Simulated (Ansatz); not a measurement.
Geometry optimisation in Ansatz: input, command and trajectory.

```yaml
crystal:
  lattice:
    - [1.5536784204, 0.8970166543, 4.8668996418]
    - [-1.5536784204, 0.8970166543, 4.8668996418]
    - [0.0, -1.7940333085, 4.8668996418]
  atoms:
    - { symbol: Ti, position: [0.245213524, 0.245213524, 0.245213524] }
    - { symbol: Ti, position: [0.754786476, 0.754786476, 0.754786476] }
    - { symbol: C, position: [0.5, 0.5, 0.5] }
basis:
  ecutwfc: 500
kpoints:
  mp_grid: { grid: [18, 18, 18] }
hamiltonian:
  xc: r2scan
scf:
  occupations: { method: gaussian, width: 0.1 }
output:
  forces: true
  stress: true
  eigenvalues: true
  write_density: true
  write_potential: true
  elf: true
  volumetric_format: npy
relax:
  adjacent_minimum: "off"
  f_tol: 0.008
  max_steps: 50
  cell: { stress_tol: 0.08, p_target: -3.0 }
```

```bash
ansatz run input.yaml --threads 1 --pin off --max-ram 2560MiB --backend cpu --events-out ev --progress --plain --runs-dir out
```

The calculation used Ansatz 0.2.0, DFT r2SCAN, scalar-relativistic, plane waves, PAW.

Of 5 frames 4 are shown, positions in Å and forces in eV/Å; the SCF threshold varies from step to step. Steps run on the plane waves of an earlier cell, with a Pulay correction in the pressure. The basis is chosen afresh for the last frame, the zero of the energies, and at times for earlier ones too; energy and pressure step there, also at an unchanged geometry. The relaxation lowers the enthalpy F + PV at the target pressure, so the free energy itself can rise.

```xyz
3
Lattice="1.5537 0.8970 4.8669 -1.5537 0.8970 4.8669 0.0000 -1.7940 4.8669" Properties=species:S:1:pos:R:3:forces:R:3 pbc="T T T" step=1 free_energy_over_end_meV_per_atom=3.37 pressure_GPa=-5.16
Ti    0.0000    0.0000    3.5803    0.0000    0.0000   -0.3041
Ti    0.0000    0.0000   11.0204    0.0000    0.0000    0.3041
C     0.0000    0.0000    7.3003    0.0000    0.0000    0.0000
3
Lattice="1.5515 0.8958 4.8990 -1.5515 0.8958 4.8990 0.0000 -1.7916 4.8990" Properties=species:S:1:pos:R:3:forces:R:3 pbc="T T T" step=2 free_energy_over_end_meV_per_atom=3.06 pressure_GPa=-3.81
Ti    0.0000    0.0000    3.5806    0.0000    0.0000    0.0791
Ti    0.0000    0.0000   11.1163    0.0000    0.0000   -0.0791
C     0.0000    0.0000    7.3485    0.0000    0.0000    0.0000
3
Lattice="1.5479 0.8937 4.8636 -1.5479 0.8937 4.8636 0.0000 -1.7873 4.8636" Properties=species:S:1:pos:R:3:forces:R:3 pbc="T T T" step=3 free_energy_over_end_meV_per_atom=-0.63 pressure_GPa=-2.68
Ti    0.0000    0.0000    3.5658    0.0000    0.0000    0.0107
Ti    0.0000    0.0000   11.0251    0.0000    0.0000   -0.0107
C     0.0000    0.0000    7.2955    0.0000    0.0000    0.0000
3
Lattice="1.5484 0.8940 4.8721 -1.5484 0.8940 4.8721 0.0000 -1.7879 4.8721" Properties=species:S:1:pos:R:3:forces:R:3 pbc="T T T" step=5 free_energy_over_end_meV_per_atom=0.00 pressure_GPa=-3.01
Ti    0.0000    0.0000    3.5709    0.0000    0.0000   -0.0012
Ti    0.0000    0.0000   11.0454    0.0000    0.0000    0.0012
C     0.0000    0.0000    7.3082    0.0000    0.0000    0.0000
```

It took 4.7 min on 1 thread of Arm Neoverse V2, on a shared host, peak memory 0.83 GiB.